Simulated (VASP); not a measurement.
Input of a VASP 6.6.1 run:

Contents of INCAR:

```
SYSTEM = Mg
PREC = Accurate ; ENCUT = 600
EDIFF = 1E-6 ; ISMEAR = 0
SIGMA = 0.1 ; LREAL = .False.
LASPH = .True. ; NELM = 100
ALGO = Normal ; ISIF = 3
LWAVE = .False. ; LCHARG = .False.
GGA = PS ; IVDW = 12
IBRION = 2 ; NSW = 100
EDIFFG = -0.002
```

File KPOINTS:

```
regular mesh
0
Gamma
  15 15 8
  0 0 0
```

Contents of POSCAR:

```
Mg
1.0
    3.1800000000      0.0000000000      0.0000000000
   -1.5900000000      2.7539608000      0.0000000000
    0.0000000000      0.0000000000      5.1600000000
Mg
2
Direct
    0.3333333000      0.6666667000      0.2500000000
    0.6666667000      0.3333333000      0.7500000000
```

Potentials or basis: VASP PAW PBE potentials, release 64 (Mg).

Launch:

```sh
$ cat potpaw_PBE.64/Mg/POTCAR > POTCAR
$ mpirun -np 1 vasp_std > vasp.out
```

**Question.** What does it give for the band gap on the k mesh?

**Answer.** None (metal or under the smearing width).

**Question.** What does it give for the space group after relaxing (to 0.05 Å)?

**Answer.** P6_3/mmc (No. 194).

Final structure:
```
Mg
1.0
     3.13238    0.00000    0.00000
    -1.56619    2.71272    0.00000
     0.00000    0.00000    5.01800
Mg
2
Cartesian
  0.0000 1.8085 1.2545
  1.5662 0.9042 3.7635
```
